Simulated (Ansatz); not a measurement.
**AlN: straining the crystal, a shear that moves c along a**

The task here is to estimate one member of a computed series from the others.

Program: Ansatz 0.2.0. Level of theory: DFT PBE, scalar-relativistic, plane waves, PAW. These are calculated values, not measurements.

2 further runs of the same task are left out: 2 set aside as unsound or not needed.

**The system as given**

It takes space group P6_3mc (No. 186, hexagonal). The conventional cell has a = 3.130 Å, b = 3.130 Å, c = 5.018 Å, α = 90.00°, β = 90.00°, γ = 120.00°. Al (site symmetry 3m) is surrounded by 4 N at 1.90 to 1.91 Å. Around N (site symmetry 3m) lie 4 Al at 1.90 to 1.91 Å.

As a file:

```cif
data_structure
_symmetry_space_group_name_H-M 'P 1'
_symmetry_Int_Tables_number 1
_cell_length_a 3.1302
_cell_length_b 3.1302
_cell_length_c 5.0180
_cell_angle_alpha 90.000
_cell_angle_beta 90.000
_cell_angle_gamma 120.000
_cell_volume 42.58
loop_
_atom_site_label
_atom_site_type_symbol
_atom_site_fract_x
_atom_site_fract_y
_atom_site_fract_z
_atom_site_occupancy
Al1 Al 0.66667 0.33333 0.49923 1
Al2 Al 0.33333 0.66667 0.99923 1
N1 N 0.66667 0.33333 0.88077 1
N2 N 0.33333 0.66667 0.38077 1
```

It goes back to an entry of the Materials Project.

It is the result of an earlier relaxation at this level (volume 10.65 Å³/atom; gap on the mesh: 4.03 eV).

The unstrained cell was computed beforehand with the same settings: E(σ→0) = -1848.5080 eV for 4 atoms, gap 4.03 eV over the zone.

The first run:

input.yaml reads:

```yaml
crystal:
  lattice:
    - [3.1302084198, 0.0, 0.0]
    - [-1.5651042099, 2.7108400106, 0.0]
    - [0.0752706498, 0.0, 5.018043322]
  atoms:
    - { symbol: Al, position: [0.6666666667, 0.3333333333, 0.4992342259] }
    - { symbol: Al, position: [0.3333333333, 0.6666666667, 0.9992342259] }
    - { symbol: "N", position: [0.6666666667, 0.3333333333, 0.8807657741] }
    - { symbol: "N", position: [0.3333333333, 0.6666666667, 0.3807657741] }
basis:
  ecutwfc: 420
kpoints:
  mp_grid: { grid: [12, 12, 6] }
hamiltonian:
  xc: pbe
scf:
  occupations: { method: gaussian, width: 0.02 }
output:
  forces: true
  stress: true
  eigenvalues: true
  write_density: true
  write_potential: true
  elf: true
  volumetric_format: npy
relax:
  adjacent_minimum: "off"
  f_tol: 0.008
  max_steps: 40
```

Run with:

```
$ ansatz run input.yaml --threads 1 --pin off --max-ram 2560MiB --backend cpu --events-out ev --progress --plain --runs-dir out
```

Steps of the session up to this table: Strain +1.5 %; Band edges over the zone at +1.5 %; Strain +3.0 %; The gap over the whole zone at +3.0 %; The cell strained by +4.5 %; Seeking the band edges at +4.5 %; The cell strained by +6.0 %; Seeking the band edges at +6.0 %; The cell strained by +9.0 %; Band edges over the zone at +9.0 %.

One of the session's tables, all rows but one given; the rest of the session is left out.

Lengths are those of the vectors of the cell that was run; stresses in GPa:

| strain (%) | ΔE (meV/atom) |
| --- | --- |
| +0.0 | 0.0 |
| +1.5 | 0.8 |
| +3.0 | 3.3 |
| +4.5 | 7.5 |
| +6.0 | ? |
| +9.0 | 29.5 |

Estimate the missing values for strain (%) = +6.0.

Worked estimate for «ΔE (meV/atom)». A straight line through the neighbours (4.5, 7.5) and (9.0, 29.5) gives 7.5 + (29.5 − 7.5) × (6.0 − 4.5) / (9.0 − 4.5) = 14.8; a parabola fitted to 3 rows on both sides gives 13.3.

As computed: ΔE (meV/atom): 13.2. In «ΔE (meV/atom)» the line misses by +1.6 and the parabola by +0.1.

ΔE is over the unstrained cell. Stress in GPa, positive in compression, on the Cartesian axes of the input.

Caveats from the session: Warnings in the runs' records: stress scf threshold loose.
